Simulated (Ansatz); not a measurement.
We consider L1₀ (CuAu-type) CoPt, described by r²SCAN-D4 (plane waves, PAW; Ansatz, an electronic-structure program).

Run with plane-wave cutoff 560 eV, 20×20×16 k mesh (along the axes of the cell as run), Fermi–Dirac smearing 0.05 eV, spin-polarised with parallel moments, scalar-relativistic PAW data made under PBE.

Energies at three volumes about the minimum:

```
V (Å³/atom)  E − E_lowest (meV/atom)
-----------  -----------------------
12.983                          4.01
13.248                          0.00
13.513                          3.70
```

### Question
Fit a parabola by hand: where is the minimum, and what is the bulk modulus?

### Answer
Slopes: (0.00 − 4.01)/(13.248 − 12.983) = -15.132 and (3.70 − 0.00)/(13.513 − 13.248) = 13.962 meV/Å³. Curvature E″ = 2 × (13.962 − (-15.132))/(13.513 − 12.983) = 109.789 meV/Å⁶. From the middle of the first interval, the slope vanishes at V0 = 13.1155 − (-15.132)/109.789 = 13.253 Å³/atom. B = V0 E″ = 13.253 × 109.789 meV/Å³ × 0.1602 GPa per meV/Å³ = 233 GPa. The full Birch–Murnaghan fit to all volumes gives V0 = 13.248 Å³/atom and B0 = 233 GPa.

Shape and atoms are relaxed at each volume.

Note: the bulk modulus comes from volumes at which shape and atoms were relaxed.
